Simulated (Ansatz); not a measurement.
## CsPbCl₃ (Amm2) from LDA to hybrids

All numbers come from the plane-wave code Ansatz. The values are computed, non-magnetic, and not measurements.

Structure: CsPbCl₃ (Amm2) from a database structure, at its r2SCAN minimum. The symmetry is Amm2 (No. 38, orthorhombic); conventional cell a = 5.760 Å, b = 11.126 Å, c = 11.126 Å, 35.65 Å³ an atom. Cs is surrounded by 8 Cl at 3.57–3.94 Å; Pb is surrounded by 6 Cl at 2.86–2.88 Å; Cl is surrounded by 2 Pb at 2.86 Å and 2 Cs at 3.57 Å; Cl is surrounded by 2 Pb at 2.88 Å and 4 Cs at 3.93–3.94 Å; Cl is surrounded by 2 Pb at 2.86 Å and 2 Cs at 3.58 Å.

```xyz
10
Lattice="5.7597 0.0000 0.0000 0.0000 5.5628 5.5628 0.0000 -5.5628 5.5628" Properties=species:S:1:pos:R:3 pbc="T T T"
Cs    2.8798    0.0000   11.0478
Cs    2.8798    0.0000    5.4748
Pb    0.0000   -2.7805    8.2642
Pb    0.0000    2.7805    8.2642
Cl    0.0000    2.1175    5.4826
Cl    2.8798    2.7825    8.2638
Cl    2.8798   -2.7825    8.2638
Cl    0.0000    0.0000    8.9313
Cl    0.0000    0.0000    2.0406
Cl    0.0000   -2.1175    5.4826
```

Band edges at fixed r2SCAN geometry:
```json
{"level": "LDA", "k mesh": "4×4×4", "gap (eV)": "2.07", "kind": "direct", "edges": "Z", "least direct gap (eV)": "2.07"}
{"level": "PBE", "k mesh": "4×4×4", "gap (eV)": "2.27", "kind": "direct", "edges": "Z", "least direct gap (eV)": "2.27"}
{"level": "PBE+SOC", "k mesh": "4×4×4", "gap (eV)": "1.21", "kind": "direct", "edges": "Z", "least direct gap (eV)": "1.21"}
{"level": "r2SCAN", "k mesh": "4×4×4", "gap (eV)": "2.66", "kind": "direct", "edges": "Z", "least direct gap (eV)": "2.66"}
{"level": "HSE06", "k mesh": "4×2×2", "gap (eV)": "3.01", "kind": "direct", "edges": "Z", "least direct gap (eV)": "3.01"}
{"level": "DDH-PBE0", "k mesh": "4×2×2", "gap (eV)": "3.78", "kind": "direct", "edges": "Z", "least direct gap (eV)": "3.78"}
{"level": "PBE0", "k mesh": "4×2×2", "gap (eV)": "3.67", "kind": "direct", "edges": "Z", "least direct gap (eV)": "3.67"}
{"level": "r2SCAN0", "k mesh": "4×2×2", "gap (eV)": "3.94", "kind": "direct", "edges": "Z", "least direct gap (eV)": "3.94"}
```
PBE: smearing of 0.02 eV; the others have fixed occupations.
Wave cutoffs: 420 eV, 500 eV (r2SCAN, r2SCAN0).

With HSE06 the gap is 3.01 eV and direct, at Z. Spin-orbit coupling changes the PBE gap by -1.06 eV, to 1.21 eV.

r2SCAN covers 52 % of the step from PBE to HSE06. Spin-orbit coupling moves the least or the direct gap by up to 1.06 eV, so it has to be included where a tenth of an eV counts. Among these functionals the gap stays direct.

On the PBEsol cell (a = 5.701 Å, b = 10.992 Å, c = 10.998 Å), with PBEsol: One optical level at Γ is imaginary (10i cm⁻¹, printed negative). By the program's warning the force constants, and with them frequencies and ε⁰, aren't converged on this mesh, so whether the cell is unstable needs a finer one. The electronic dielectric tensor ε∞ is 4.10, 3.81 and 3.82 along x, y and z. Born charges, averaged over directions: Cs +1.31, Pb +3.79, Cl -1.74 to -1.68 e.

Only the levels marked +SOC include spin-orbit coupling.

The meshes of the hybrids are coarse, so their gaps aren't converged to the digits shown.
